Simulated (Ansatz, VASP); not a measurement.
## Two plane-wave programs on SiO2

```
Si O
1.0
    -1.71488    1.71488    3.91247
     1.71488   -1.71488    3.91247
     1.71488    1.71488   -3.91247
Si O
2 4
Cartesian
  0.0000 0.0000 0.0000
  0.0000 1.7149 1.9562
  0.8917 0.8574 0.9781
  0.8574 2.6066 2.9344
  -0.8574 0.8231 2.9344
  -0.8917 2.5723 0.9781
```

Alike in both runs: functional LDA; k mesh 10 × 10 × 10; occupations gaussian, width 0.02 eV; no spin polarisation.

Ansatz relaxed the structure, and its values are those at the end. VASP's run is a single point on that final structure, the one shown.

|  | VASP | Ansatz |
| --- | --- | --- |
| version | VASP 6.6.1 | Ansatz 0.2.0 |
| potentials or method | VASP PAW LDA potentials, release 64 (Si, O) | scalar-relativistic, plane waves, PAW |
| plane-wave cutoff (eV) | 520 | 420 |
| valence electrons in the cell | 32 | 32 |

Ansatz gave:

- gap on the k mesh at the Fermi level (eV): 5.62
- least direct gap on the mesh (eV): 6.05
- rms of the force components (eV/Å): 0.001

What did VASP give for the same quantities?

gap on the k mesh at the Fermi level (eV): 5.58; least direct gap on the mesh (eV): 6.01; rms of the force components (eV/Å): 0.051.

 A k mesh can miss the band edges. LDA gaps usually lie below the measured ones, often by a third to a half.
